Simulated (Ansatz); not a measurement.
# How much does V in Ta(100), 2x2 scatter?

How strong a scatterer is V in Ta(100), 2x2, and does relaxation matter?

Main program and level: Ansatz 0.2.0; Ansatz plane-wave DFT, PBE, PAW files, collinear spin; ballistic transport by layer matching (Landauer), zero bias; PAW set soft_1, in the first sound run; inputs show where later runs differ.

**1. Set-up**

The cell holds 72 atoms: 71 Ta and 1 V. Its edges and angles: a = 6.605 Å, b = 6.605 Å, c = 29.723 Å, α = 90.0°, β = 90.0°, γ = 90.0°. It derives from Ta. Regions: lead, 40 atoms (40 Ta); scattering region, 32 atoms (31 Ta and 1 V). The structure is stacked along c, and the current runs across the ab planes.

**2. Transmission at ideal sites**

The defect sits in one plane of the supercell, all atoms on ideal sites; the layers about the cell's end are the lead. The mesh across the current, 8×8, is finer than the density's, because channels open and close sharply across the zone. Energies from -0.1 to 0.1 eV in steps of 0.05 eV are too few for the program's thermal sum, so it prints no conductance; for a metal the transmission near the Fermi level serves, at a fraction of the cost.

Input file input.yaml:

```yaml
crystal:
  lattice:
    - [6.60512, 0.0, 0.0]
    - [0.0, 6.60512, 0.0]
    - [0.0, 0.0, 29.72304]
  atoms:
    - { symbol: Ta, position: [0.0, 0.0, 0.0277777778] }
    - { symbol: Ta, position: [0.0, 0.5, 0.0277777778] }
    - { symbol: Ta, position: [0.5, 0.0, 0.0277777778] }
    - { symbol: Ta, position: [0.5, 0.5, 0.0277777778] }
    - { symbol: Ta, position: [0.25, 0.25, 0.0833333333] }
    - { symbol: Ta, position: [0.25, 0.75, 0.0833333333] }
    - { symbol: Ta, position: [0.75, 0.25, 0.0833333333] }
    - { symbol: Ta, position: [0.75, 0.75, 0.0833333333] }
    - { symbol: Ta, position: [0.0, 0.0, 0.1388888889] }
    - { symbol: Ta, position: [0.0, 0.5, 0.1388888889] }
    - { symbol: Ta, position: [0.5, 0.0, 0.1388888889] }
    - { symbol: Ta, position: [0.5, 0.5, 0.1388888889] }
    - { symbol: Ta, position: [0.25, 0.25, 0.1944444444] }
    - { symbol: Ta, position: [0.25, 0.75, 0.1944444444] }
    - { symbol: Ta, position: [0.75, 0.25, 0.1944444444] }
    - { symbol: Ta, position: [0.75, 0.75, 0.1944444444] }
    - { symbol: Ta, position: [0.0, 0.0, 0.25] }
    - { symbol: Ta, position: [0.0, 0.5, 0.25] }
    - { symbol: Ta, position: [0.5, 0.0, 0.25] }
    - { symbol: Ta, position: [0.5, 0.5, 0.25] }
    - { symbol: Ta, position: [0.25, 0.25, 0.3055555556] }
    - { symbol: Ta, position: [0.25, 0.75, 0.3055555556] }
    - { symbol: Ta, position: [0.75, 0.25, 0.3055555556] }
    - { symbol: Ta, position: [0.75, 0.75, 0.3055555556] }
    - { symbol: Ta, position: [0.0, 0.0, 0.3611111111] }
    - { symbol: Ta, position: [0.0, 0.5, 0.3611111111] }
    - { symbol: Ta, position: [0.5, 0.0, 0.3611111111] }
    - { symbol: Ta, position: [0.5, 0.5, 0.3611111111] }
    - { symbol: Ta, position: [0.25, 0.25, 0.4166666667] }
    - { symbol: Ta, position: [0.25, 0.75, 0.4166666667] }
    - { symbol: Ta, position: [0.75, 0.25, 0.4166666667] }
    - { symbol: Ta, position: [0.75, 0.75, 0.4166666667] }
    - { symbol: Ta, position: [0.0, 0.0, 0.4722222222] }
    - { symbol: Ta, position: [0.0, 0.5, 0.4722222222] }
    - { symbol: Ta, position: [0.5, 0.0, 0.4722222222] }
    - { symbol: Ta, position: [0.5, 0.5, 0.4722222222] }
    - { symbol: V, position: [0.25, 0.25, 0.5277777778], spin: 1.0 }
    - { symbol: Ta, position: [0.25, 0.75, 0.5277777778] }
    - { symbol: Ta, position: [0.75, 0.25, 0.5277777778] }
    - { symbol: Ta, position: [0.75, 0.75, 0.5277777778] }
    - { symbol: Ta, position: [0.0, 0.0, 0.5833333333] }
    - { symbol: Ta, position: [0.0, 0.5, 0.5833333333] }
    - { symbol: Ta, position: [0.5, 0.0, 0.5833333333] }
    - { symbol: Ta, position: [0.5, 0.5, 0.5833333333] }
    - { symbol: Ta, position: [0.25, 0.25, 0.6388888889] }
    - { symbol: Ta, position: [0.25, 0.75, 0.6388888889] }
    - { symbol: Ta, position: [0.75, 0.25, 0.6388888889] }
    - { symbol: Ta, position: [0.75, 0.75, 0.6388888889] }
    - { symbol: Ta, position: [0.0, 0.0, 0.6944444444] }
    - { symbol: Ta, position: [0.0, 0.5, 0.6944444444] }
    - { symbol: Ta, position: [0.5, 0.0, 0.6944444444] }
    - { symbol: Ta, position: [0.5, 0.5, 0.6944444444] }
    - { symbol: Ta, position: [0.25, 0.25, 0.75] }
    - { symbol: Ta, position: [0.25, 0.75, 0.75] }
    - { symbol: Ta, position: [0.75, 0.25, 0.75] }
    - { symbol: Ta, position: [0.75, 0.75, 0.75] }
    - { symbol: Ta, position: [0.0, 0.0, 0.8055555556] }
    - { symbol: Ta, position: [0.0, 0.5, 0.8055555556] }
    - { symbol: Ta, position: [0.5, 0.0, 0.8055555556] }
    - { symbol: Ta, position: [0.5, 0.5, 0.8055555556] }
    - { symbol: Ta, position: [0.25, 0.25, 0.8611111111] }
    - { symbol: Ta, position: [0.25, 0.75, 0.8611111111] }
    - { symbol: Ta, position: [0.75, 0.25, 0.8611111111] }
    - { symbol: Ta, position: [0.75, 0.75, 0.8611111111] }
    - { symbol: Ta, position: [0.0, 0.0, 0.9166666667] }
    - { symbol: Ta, position: [0.0, 0.5, 0.9166666667] }
    - { symbol: Ta, position: [0.5, 0.0, 0.9166666667] }
    - { symbol: Ta, position: [0.5, 0.5, 0.9166666667] }
    - { symbol: Ta, position: [0.25, 0.25, 0.9722222222] }
    - { symbol: Ta, position: [0.25, 0.75, 0.9722222222] }
    - { symbol: Ta, position: [0.75, 0.25, 0.9722222222] }
    - { symbol: Ta, position: [0.75, 0.75, 0.9722222222] }
magnetization:
  spin_polarized: true
kpoints:
  mp_grid: { grid: [4, 4, 1] }
hamiltonian:
  xc: pbe
  pseudopotentials: { kind: paw, azcp: { folder: soft_1 } }
scf:
  occupations: { method: fermi_dirac, width: 0.1 }
output:
  transmission: { leads: [[0, 4]], kmesh: [8, 8], e_range: [-0.1, 0.1], de: 0.05 }
  write_potential: true
  write_density: true
  volumetric_format: npy
  elf: true
```

Run with:

```console
ansatz run input.yaml --threads 8 --pin off --max-ram 15360MiB --backend cpu --events-out ev --progress --plain --runs-dir out
```

Numbers of over 12 decimals in the logs are rounded to 6 here.

The log of the run:

```text
Engine: ansatz 0.2.0, aarch64-unknown-linux-gnu
Pseudopotentials: kind: paw
Pseudopotential: Ta, paw, valence charge 13, recommended cutoff 420 eV (normal), soft_1/Ta.paw.azcp
Pseudopotential: V, paw, valence charge 13, recommended cutoff 420 eV (normal), soft_1/V.paw.azcp
Functional definition: PBE
  parameter kappa = 0.804
  parameter beta = 0.066725
  exchange = pbe_x(kappa = kappa, mu = beta*pi^2/3)
  correlation = pbe_c(beta = beta)
Crystal: 72 atoms, lattice volume = 1296.745 Å³
Basis set: ecut = 420 eV, 25307 PW (Γ)
Bands: 563, of which v1, the nominal top of the filled ones, is band 468 counted from 1 (467 counted from 0)
Symmetry: 16 space group operations
Space group: P4/mmm (ITA 123), of the structure as read, at distance tolerance 1.1e-4 Å
Magnetic group: BNS 123.339 (UNI 999), of the structure as read, at distance tolerance 1.1e-4 Å
k-points: 6 of 16
Non-local potential: Ta, projectors of the file, l = 0: 3, l = 1: 2, l = 2: 2, l = 3: 1
Non-local potential: V, projectors of the file, l = 0: 3, l = 1: 2, l = 2: 3, l = 3: 1
PAW form: soft (Blöchl's): semilocal exchange-correlation on the pseudo side does not see the compensation charge
PAW one-centre angular grid: Ta, 590 points (default); XC on 64 Gauss nodes
PAW one-centre angular grid: V, 590 points (default); XC on 64 Gauss nodes
Initial density: superposition of atomic densities (chi_scale 0.1, normalization cell)
Starting moments: Σ|m| = 1 μB on 1 of 72 sites
Initial wavefunctions: pseudopotential atomic-orbital guess
Functional: x = pbe(κ = 0.804, μ = 0.219515), c = pbe(β = 0.066725)
iter 1 solved again at ethr=2.72e-3 eV; its pass at ethr=3.10e-3 eV (dr2=2.54e1 eV) is discarded
SCF iter   1: F=—  HF=-708181.621827 eV  |F-HF|=—  |Δ(HF+E_count)|=         —  Δρ=2.29e-2 (↑2.29e-2 ↓2.07e-2)  dr2=2.54e1  dr2_m=3.27e-1  M=0.343 μB ∫|m|=0.467 μB  β_m=0.30  ethr=2.72e-3  ⟨swp⟩=1.8  Hψ=36104  notcnv=0
Mixer restart at iter 1: flushing history
preconditioner: auto → Kerker (q_TF=auto, 2.584 Å⁻¹)  [metal: Δε(μ)=0.009 eV  Ē_g=4.265 eV  σ=0.100 eV  W_gap=0.02  n_scr=372 (ndim 8)  ℏωp=19.6 eV  f_vac=0.000  D(μ)=92.69/eV (n_scr^D=1038)]
spin=Collinear: Kerker preconditioning applied to the charge; magnetization (m = ρ↑ − ρ↓) channel mixes plain (no charge-response kernel on spin).
SCF iter   2: F=—  HF=-708177.372889 eV  |F-HF|=—  |Δ(HF+E_count)|=    4.25e0  Δρ=1.65e-2 (↑1.65e-2 ↓1.59e-2)  dr2=1.32e1  dr2_m=1.42e-1  M=0.355 μB ∫|m|=0.510 μB  β_m=0.65  ethr=2.71e-3  ⟨swp⟩=2.0  Hψ=7877  notcnv=0
SCF iter   3: F=—  HF=-708173.203994 eV  |F-HF|=—  |Δ(HF+E_count)|=    4.17e0  Δρ=3.64e-3 (↑3.64e-3 ↓3.30e-3)  dr2=6.21e-1  dr2_m=1.35e-2  M=0.254 μB ∫|m|=0.411 μB  β_m=0.68  ethr=1.42e-3  ⟨swp⟩=3.7  Hψ=14182  notcnv=0  defer=2
SCF iter   4: F=—  HF=-708173.061326 eV  |F-HF|=—  |Δ(HF+E_count)|=   1.43e-1  Δρ=1.14e-3 (↑7.15e-4 ↓1.14e-3)  dr2=1.21e-1  dr2_m=1.11e-3  M=0.217 μB ∫|m|=0.356 μB  β_m=0.73  ethr=6.64e-5  ⟨swp⟩=2.0  Hψ=13245  notcnv=0  defer=113
SCF iter   5: F=—  HF=-708173.033728 eV  |F-HF|=—  |Δ(HF+E_count)|=   2.76e-2  Δρ=9.53e-4 (↑9.53e-4 ↓4.44e-4)  dr2=2.93e-2  dr2_m=9.36e-4  M=0.170 μB ∫|m|=0.275 μB  β_m=0.78  ethr=1.29e-5  ⟨swp⟩=2.0  Hψ=12154  notcnv=0  defer=99
SCF iter   6: F=—  HF=-708173.051389 eV  |F-HF|=—  |Δ(HF+E_count)|=   1.77e-2  Δρ=7.11e-4 (↑7.11e-4 ↓2.45e-4)  dr2=3.51e-2  dr2_m=6.74e-4  M=0.154 μB ∫|m|=0.247 μB  β_m=0.89  ethr=3.13e-6  ⟨swp⟩=2.0  Hψ=12086  notcnv=0  defer=117
SCF iter   7: F=—  HF=-708173.055827 eV  |F-HF|=—  |Δ(HF+E_count)|=   4.44e-3  Δρ=3.99e-4 (↑3.99e-4 ↓4.41e-5)  dr2=6.98e-3  dr2_m=4.62e-4  M=0.145 μB ∫|m|=0.230 μB  β_m=0.94  ethr=3.13e-6  ⟨swp⟩=2.0  Hψ=11643  notcnv=0  defer=126
SCF iter   8: F=—  HF=-708173.055934 eV  |F-HF|=—  |Δ(HF+E_count)|=   1.07e-4  Δρ=2.93e-4 (↑3.28e-5 ↓2.93e-4)  dr2=2.42e-3  dr2_m=2.65e-4  M=0.113 μB ∫|m|=0.177 μB  β_m=0.97  ethr=7.45e-7  ⟨swp⟩=2.1  Hψ=11813  notcnv=0  defer=131
[...]
SCF 1 converged in 15 iterations: F = -708173.056365 eV  dr2 = 5.56e-8
  greatest PAW one-centre occupation: 1.000 electrons in one spin orbital (limit 2), on the V atom at site 36 (counted from 0), in its partial waves of l = 0
transmission: 172 of 1650 steps passed
transmission: 344 of 1650 steps passed
[...]
transmission: 1650 of 1650 steps passed
Starting moments: Σ|m| = 216 μB on 72 of 72 sites
[...]
preconditioner: auto → Kerker (q_TF=auto, 2.584 Å⁻¹)  [metal: Δε(μ)=0.005 eV  Ē_g=4.423 eV  σ=0.100 eV  W_gap=0.01  n_scr=372 (ndim 8)  ℏωp=19.6 eV  f_vac=0.000  D(μ)=74.03/eV (n_scr^D=746)]
spin=Collinear: Kerker preconditioning applied to the charge; magnetization (m = ρ↑ − ρ↓) channel mixes plain (no charge-response kernel on spin).
[...]
spin-set hold released at iteration 7 (site moments contracting): the magnetisation degrees of freedom join the quasi-Newton model from the next iteration; the mixer history was flushed
[...]
SCF iter  15: F=—  HF=-708173.058465 eV  |F-HF|=—  |Δ(HF+E_count)|=   8.27e-4  Δρ=1.09e-4 (↑1.09e-4 ↓8.31e-5)  dr2=7.88e-4  dr2_m=7.58e-5  M=-0.033 μB ∫|m|=0.098 μB  β_m=0.84  ethr=2.38e-7  ⟨swp⟩=2.2  Hψ=12466  notcnv=0
SCF iter  16: F=—  HF=-708173.058502 eV  |F-HF|=—  |Δ(HF+E_count)|=   3.70e-5  Δρ=5.11e-5 (↑4.77e-5 ↓5.11e-5)  dr2=1.20e-4  dr2_m=9.77e-6  M=-0.029 μB ∫|m|=0.069 μB  β_m=0.92  ethr=8.42e-8  ⟨swp⟩=2.0  Hψ=12013  notcnv=0
SCF iter  17: F=—  HF=-708173.058523 eV  |F-HF|=—  |Δ(HF+E_count)|=   2.08e-5  Δρ=7.27e-5 (↑3.46e-5 ↓7.27e-5)  dr2=4.36e-4  dr2_m=5.50e-6  M=-0.027 μB ∫|m|=0.058 μB  β_m=0.75  ethr=1.28e-8  ⟨swp⟩=2.1  Hψ=12321  notcnv=0  recentre
SCF iter  18: F=—  HF=-708173.058515 eV  |F-HF|=—  |Δ(HF+E_count)|=   8.16e-6  Δρ=1.43e-5 (↑1.43e-5 ↓1.32e-5)  dr2=5.64e-6  dr2_m=1.90e-6  M=-0.016 μB ∫|m|=0.036 μB  β_m=0.88  ethr=1.28e-8  ⟨swp⟩=2.0  Hψ=11659  notcnv=0
SCF iter  19: F=—  HF=-708173.056364 eV  |F-HF|=—  |Δ(HF+E_count)|=   2.15e-3  Δρ=1.46e-5 (↑1.46e-5 ↓8.49e-6)  dr2=2.73e-5  dr2_m=3.65e-7  M=-0.009 μB ∫|m|=0.016 μB  β_m=0.88  ethr=6.03e-10  ⟨swp⟩=2.1  Hψ=11828  notcnv=0
SCF iter  20: F=—  HF=-708173.056366 eV  |F-HF|=—  |Δ(HF+E_count)|=   1.99e-6  Δρ=1.62e-5 (↑1.62e-5 ↓1.15e-5)  dr2=2.83e-5  dr2_m=1.28e-7  M=-0.007 μB ∫|m|=0.009 μB  β_m=0.62  ethr=6.03e-10  ⟨swp⟩=2.0  Hψ=11711  notcnv=0
SCF iter  21: F=—  HF=-708173.056365 eV  |F-HF|=—  |Δ(HF+E_count)|=   1.25e-7  Δρ=2.73e-6 (↑2.73e-6 ↓1.97e-6)  dr2=1.15e-6  dr2_m=4.24e-8  M=-0.004 μB ∫|m|=0.005 μB  β_m=0.81  ethr=6.03e-10  ⟨swp⟩=2.0  Hψ=11710  notcnv=0
iter 22 did not close the SCF: its close was put off for a magnetic moment that had not settled (scf_convergence_deferred on its scf_iter line)
SCF iter  22: F=-708173.056365 eV  HF=-708173.056366 eV  |F-HF|=6.50e-8  |Δ(HF+E_count)|=   8.56e-8  Δρ=9.99e-7 (↑9.99e-7 ↓6.55e-7)  dr2=7.38e-8  dr2_m=6.71e-9  M=-0.000 μB ∫|m|=0.002 μB  β_m=0.89  ethr=1.07e-11  ⟨swp⟩=1.0  Hψ=18560  notcnv=0
SCF iter  23: F=-708173.056366 eV  HF=-708173.056366 eV  |F-HF|=1.50e-8  |Δ(HF+E_count)|=   1.89e-8  Δρ=4.30e-7 (↑3.30e-7 ↓4.30e-7)  dr2=1.67e-8  dr2_m=8.67e-10  M=-0.000 μB ∫|m|=0.001 μB  ethr=7.88e-12  ⟨swp⟩=1.0  Hψ=18597  notcnv=0
SCF 2 converged in 23 iterations: F = -708173.056366 eV  dr2 = 1.67e-8
WARN: the starting moments were not kept: the SCF closed with an absolute magnetisation of 3.8e-4 μB, where they sum to 1 μB in size (1 site). That is at most 0.1 of that sum. Measured as dr2_m measures the in/out step, that magnetisation stands 5.2e-9 eV from none, at or under the dr2_threshold of 1.0e-7 eV: it is no larger than a step whose dr2_m would equal this threshold. The system may hold no moment; this SCF s [...]
SCF converged after 15 iterations
Magnetization: 0.0003 μB (468.0001 up, 467.9999 down)
Absolute magnetization: 0.0004 μB (∫|ρ↑−ρ↓|, with the PAW one-centre terms)
Spin contamination: 0.0000 ħ² per cell (⟨S²⟩ above its minimum at these occupations)
Per-site moments (μB) at R_I (Å): [(9.968297296224317e-7, 1.179792), (9.968297293763343e-7, 1.179792), (9.968297295160037e-7, 1.179792), (9.96829729503396e-7, 1.179792), (6.81895489768887e-7, 1.179792), (9.741880784045176e-7, 1.179792), (9.741880786832997e-7, 1.179792), (9.97476861004015e-7, 1.179792), (8.964668937093684e-7, 1.179792), (8.964668934343875e-7, 1.179792), (8.964668935628072e-7, 1.179792), (8.96466893517 [...]
Free energy (F): -708173.056365 eV
Harris-Foulkes:  -708173.056366 eV  (|F-HF|=5.37e-8)
Internal energy: -708169.910233 eV  (E = F + TS)
E sigma→0 (E₀):  -708171.483299 eV
Entropy (-TS):   -3.146133 eV (-43.696 meV/atom)
Fermi energy:    18.425845 eV
--- Per-component energies (eV) ---
  E_band       = -7664.320710
  E_kinetic    = 28235.285709
  E_local      = -40039.181862  (includes V_loc(G=0)·N_el)
  E_nonlocal   = -699.077998
  E_hartree    = 14551.626431
  E_xc         = -22925.119857
  E_vxc        = -16735.465467  (∫ρ·V_xc dr)
  E_paw        = -590755.026698  (= ΣΔE_a)
  E_vpaw       = -7529.137539  (= ΣTr[D̂ρ^β])
  E_aug_tail   = 0.007970  (compensation charges beyond the density's cutoff)
  E_ewald      = -96538.423926
  E_smearing   = -3.146133  (= −TS)
  E_closure    = 0.000000  (closes the sum)
  Σ components = -708173.056365   (vs F -708173.056365, Δ=0.00e0)
--- Band table (eV; the first three rows and the last of 12) ---
  k-point 0 ↑: bands = [... 464 lower, 19.0517, 19.0821, 19.0821, 19.1082, 19.1082, 19.1083, 19.1083, 19.1095, ... 91 higher]
  k-point 1 ↑: bands = [... 464 lower, 18.7025, 18.7035, 18.7531, 18.7592, 18.7637, 18.7647, 18.8516, 18.8534, ... 91 higher]
  k-point 2 ↑: bands = [... 464 lower, 18.2242, 18.2277, 18.3799, 18.3820, 18.3823, 18.3827, 18.5286, 18.5303, ... 91 higher]
  k-point 5 ↓: bands = [... 464 lower, 17.7435, 17.7504, 17.7813, 17.7813, 17.8572, 17.8632, 17.8852, 17.8852, ... 91 higher]
--- Transmission ---
  basis      : 377 plane waves across, 55 finite elements along
  points     : 15, standing for a mesh of 8 x 8
  energies   : 5 from -0.100000 to 0.100000 eV about the Fermi level, 0.050000 eV apart; the leads are filled to 0.000000 eV, and channels, transmission and decay are at 0.000000 eV
  crystal 0  : Ta4, at the sites [0, 4], period 1.6513 Å, over 28.07 Å; its Hamiltonian steps by up to 0.4 meV
    offset         : up to 0.0000 Å between an atom of the period and one for which it stands
    channels       : 1.048438e1 up, 1.048438e1 down
    conductance    : none, the energies end too early or step too widely for 300 K: set another output.transmission.e_range or a lower de, or, where they end at an eighth of basis.ecutwfc, a higher one
  junction   : crystal 0 to crystal 0, 0.95 to 29.03 Å
    transmission   : 1.037472e1 up, 1.037470e1 down
    conductance    : none, the energies end too early or step too widely for 300 K: set another output.transmission.e_range or a lower de, or, where they end at an eighth of basis.ecutwfc, a higher one
```

Run time: 19 min. Hardware: 8 threads of Arm Neoverse V2, shared host; peak memory 12 GiB; 2.2 h of CPU time.

Reading the cycles: dr2 is the Hartree energy of the density residual (eV), the measure of convergence; HF is the Harris–Foulkes estimate of the energy, which meets the free energy F at convergence.

Numbers from this step:

```
free energy                  : -708173.0564 eV
energy at zero smearing      : -708171.4833 eV
Fermi energy                 : 18.43 eV
cell area                    : 43.63 Å²
transmission, spin up        : 10.37
transmission, spin down      : 10.37
open channels, spin up       : 10.48
open channels, spin down     : 10.48
step of the lead's potential : 0.4 meV
```

Per spin. Table of transmission, zone mean, T up = T down by energy, zero at the Fermi level:

```
energy (eV)  transmission, zone mean, T up = T down
    -0.1000                                    10.6
    -0.0500                                    10.2
     0.0000                                    10.4
     0.0500                                    9.74
     0.1000                                    9.23
```

Per spin. Table of open channels, zone mean, lead up = lead down by energy, zero at the Fermi level:

```
energy (eV)  open channels, zone mean, lead up = lead down
    -0.1000                                           10.8
    -0.0500                                           10.3
     0.0000                                           10.5
     0.0500                                           9.86
     0.1000                                           9.36
```

Transmission over k1 and k2. At 0.0000 eV from the Fermi level, spin up.

Ten even steps from '_' (4.0) to '@' (13.8):
```
::__==######==__
====%%@@@@@@%%==
++##@@######@@##
**##@@######@@##
++##@@######@@##
====%%@@@@@@%%==
::__==######==__
__::==++**++==::
```
Columns: k1 (b1) from -0.5 to 0.375; rows upwards: k2 (b2) from -0.5 to 0.375.

Open channels over k1 and k2. At 0.0000 eV from the Fermi level, spin up.

Values, 8 rows by 8 columns:
```
 6.0  4.0  9.0 12.0 12.0 12.0  9.0  4.0
 8.0  9.0 13.0 14.0 14.0 14.0 13.0  9.0
10.0 12.0 14.0 11.0 11.0 11.0 14.0 12.0
10.0 12.0 14.0 11.0 11.0 11.0 14.0 12.0
10.0 12.0 14.0 11.0 11.0 11.0 14.0 12.0
 8.0  9.0 13.0 14.0 14.0 14.0 13.0  9.0
 6.0  4.0  9.0 12.0 12.0 12.0  9.0  4.0
 4.0  6.0  8.0 10.0 10.0 10.0  8.0  6.0
```
Columns: k1 (b1) from -0.5 to 0.375; rows upwards: k2 (b2) from -0.5 to 0.375.

Transmission over k1 and k2. At 0.0000 eV from the Fermi level, spin down.

Ten even steps from '_' (4.0) to '@' (13.8):
```
::__==######==__
====%%@@@@@@%%==
++##@@######@@##
**##@@######@@##
++##@@######@@##
====%%@@@@@@%%==
::__==######==__
__::==++**++==::
```
Columns: k1 (b1) from -0.5 to 0.375; rows upwards: k2 (b2) from -0.5 to 0.375.

Open channels over k1 and k2. At 0.0000 eV from the Fermi level, spin down.

Ten even steps from '_' (4.0) to '@' (14.0):
```
::__++%%%%%%++__
==++@@@@@@@@@@++
**%%@@######@@%%
**%%@@######@@%%
**%%@@######@@%%
==++@@@@@@@@@@++
::__++%%%%%%++__
__::==******==::
```
Columns: k1 (b1) from -0.5 to 0.375; rows upwards: k2 (b2) from -0.5 to 0.375.

ELF in the ca plane at fractional y = 0.250, with atoms of Ta and V within 0.2 Å of it. It is the smooth field of the valence electrons, not physical close to the nuclei.

Ten even steps from '0' (0.14) to '9' (0.72), each cell a mean:
```
65565323565555322565555322455556422465456422
46642111146652111146652111136653111135653111
25522898415622798414632798514632699514631699
03316948713415957812414957912413956921413965
03306816812306815912405924921414924931413932
14414989614514989713523999813522999822522899
36631454236641355225641355225642355225652255
55554101355554101356554100255564200245554200
64466544664456544665456544665456544665456644
65565323565555322565456433565456422465456422
46642111146652111145652000145653111135653111
25522898415622798414630355215632699514631699
03316948713415957812511799503413956921413965
03306816812306815912401899602414924931413932
14414989614514989713520688404522999822522899
36631454236642355225641111025642355225652255
55554101355554101355554201355554200245554200
64466544664456544665456645664456544665456644
```
Columns run along c (16.0 Å, from fractional 0.23 to 0.77 of the cell), rows up along a (6.6 Å). Atoms in or near the plane, at fractional coordinates: Ta at (0.31, 0.25), Ta at (0.31, 0.75), Ta at (0.42, 0.25), Ta at (0.42, 0.75), V at (0.53, 0.25), Ta at (0.53, 0.75), Ta at (0.64, 0.25), Ta at (0.64, 0.75), Ta at (0.75, 0.25), Ta at (0.75, 0.75).

[end of part 1 of 3]

[Logs are printed without paths, hosts, clocks, repeated set-up lines and the standing remarks that a program may print on its own settings, such as how far it seeks lower states.]

[Hosts, paths, dates, database ids (printed as entryN), source tags and the programs' standing remarks are cut or masked in the printed files.]
